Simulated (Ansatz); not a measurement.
Base system: ZnTe in the zinc blende structure (space group F-43m, No. 216; a = 6.0658 Å). Axes: x, y, z lie along the cube axes.

Method: PBEsol (Ansatz, a program for electronic structure), no spin-orbit coupling, earlier PAW set.

Strains are applied to the cell and any free atomic positions relax; under biaxial strain the out-of-plane vector relaxes too.

One change was made to it. Results:

The band gap decreases by 0.05 eV, from 1.23 eV to 1.18 eV; the shortest interatomic distance shrinks by 0.004 Å, from 2.627 Å to 2.623 Å; the energy increases by 0.6 meV/atom.

Q: What was done to the base?
(A) biaxial strain +2.56 %, plane normal [001], relaxed out of plane
(B) biaxial strain +1.93 %, plane normal [110], relaxed out of plane
(C) biaxial strain −2.35 %, plane normal [111], relaxed out of plane
(D) tensor shear ε_yz = +0.73 %

A: D, tensor shear ε_yz = +0.73 %. For comparison, the band gap in the other runs: biaxial strain +2.56 %, plane normal [001], relaxed out of plane gives 1.00 eV; biaxial strain −2.35 %, plane normal [111], relaxed out of plane gives 1.26 eV; biaxial strain +1.93 %, plane normal [110], relaxed out of plane gives 0.98 eV.

A biaxial case was relaxed in a doubled cell and then solved in the primitive one. Spin-orbit coupling, missing from the scalar runs, can matter with Te. Whether these cells are dynamically stable was not tested.
